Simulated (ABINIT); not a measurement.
An input for ABINIT 10.8.3 (BN (P6_3/mmc)):

```
acell 3*1.0 Angstrom
rprim 
  2.503989999987 0.000000000003 0.000000000000
  -1.251994999996 2.168518950810 0.000000000000
  0.000000000000 0.000000000000 6.661200000000
ntypat 2
znucl 5 7
natom 4
typat 1 1 2 2
xred 
  0.333333333333 0.666666666667 0.250000000000
  0.666666666667 0.333333333333 0.750000000000
  0.333333333333 0.666666666667 0.750000000000
  0.666666666667 0.333333333333 0.250000000000
pp_dirpath "pseudos"
pseudos "B.upf, N.upf"
ecut 36
ngkpt 6 6 2
nshiftk 1
shiftk 0 0 0
kptopt 1
chksymbreak 0
istwfk *1
occopt 1
irdwfk 1
optdriver 3
nband 434
ecuteps 13.2
inclvkb 2
awtr 1
symchi 1
indata_prefix "in"
outdata_prefix "out"
tmpdata_prefix "tmp"
```

```sh
OMP_NUM_THREADS=1 mpirun -n 8 abinit run.abi > log
```

Q: How long will it take on 8 MPI ranks of Arm Neoverse V1, shared host, and how much memory?

It took 4.1 min; on shared hardware allow 2.1 min to 8.3 min. Peak host memory was 3.1 GiB.

[Paths, hosts, dates, memory and timing lines, banners, echoed tables and standing remarks are left out of the program output.]

[Logs are printed without paths, hosts, clocks, repeated set-up lines and the standing remarks that a program may print on its own settings, such as how far it seeks lower states.]

[Runs of the session that timed out or met a known fault of the program may be left out.]

[No measured gap is set beside runs whose start may be inverted or whose files or cutoffs have a known fault.]

[Hosts, paths, dates, database ids (printed as entryN), source tags and the programs' standing remarks are cut or masked in the printed files.]

[G0W0 gaps are taken among the corrected bands and points alone; a level outside them can change the order at an edge.]

[Where Ansatz stands beside ABINIT at settings called matched, ABINIT's density can come from a denser mesh and the files from another edition; pairs whose starting gaps differed by over 0.03 eV were left out, so agreement reads better than it is.]
